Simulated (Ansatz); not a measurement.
# SiC: holes, doping and thermopower

Plane-wave DFT in Ansatz, PBE, scalar-relativistic PAW potentials, cutoff 420 eV, no spin-orbit coupling; no spin polarisation. SiC in space group P6_3mc. Boltzmann transport at 300 K in rigid bands with one relaxation time, bands interpolated from the k mesh 12×12×6; values are means over x, y, z.

```tsv
holes (cm⁻³)	size of S (μV/K)	σ/τ (Ω⁻¹ m⁻¹ s⁻¹)
10^18	586.3	2.26e+16
10^19	?	2.27e+17
10^20	198.8	2.29e+18
10^21	67.8	2.45e+19
```

**Question.** Take the lowest doping as non-degenerate: get the effective density of states and the masses, and predict the missing S.

**Answer.** For parabolic bands and one τ, |S| = (k_B/e)(5/2 − η) with k_B/e = 86.17 μV/K and n = N e^η. The first row gives η = -4.30, N = 7.40×10¹⁹ cm⁻³ and, from N = 2.509×10¹⁹ cm⁻³ × m_d^(3/2), a density-of-states mass of 2.06 mₑ (all valleys and bands together). σ/τ = ne²/m_c gives a conductivity mass of 1.25 mₑ; m_d is 1.7 times m_c, the sign of several valleys, several bands or anisotropy. A decade of doping costs (k_B/e) ln 10 = 198.4 μV/K, which predicts 388 μV/K; the run gave 388.7. There η is about -2.0, where Fermi statistics begin to count, but their first corrections to η and to the mean carrier energy nearly cancel, so the rule still holds. At 10^21 cm⁻³ the rule would give -9 μV/K against 67.8: the gas is degenerate there. Scattering that depends on energy changes the 5/2, and whether such doping can be reached wasn't computed.

Cost: about 3.3 core-minutes for the runs cited, on Intel Xeon Platinum 8375C (Ice Lake) (shared hosts).

Thermopower falls at each step of doping because the Fermi level moves towards and then into the valence band, so the average energy carried per hole, measured from that level, shrinks. A change of mass plays little part: σ/τ grows almost in proportion to the hole count. Its slight excess at 10^21 cm⁻³ suggests that the states filled there are on average a little more mobile than those at the band edge.

The valence top of SiC is built mainly from carbon 2p states and lies at the zone centre, so the gap between the two masses probably reflects several p-derived bands and their anisotropy rather than separate valleys. Spin-orbit splitting is small in so light a compound and should change this picture little at room temperature.

At fixed τ, the product S²σ still rises up to the last row, as the gain in carriers outweighs the loss of thermopower, so the table brackets no optimum doping. Nor does it establish a good thermoelectric, since SiC conducts heat well through its stiff, light lattice.
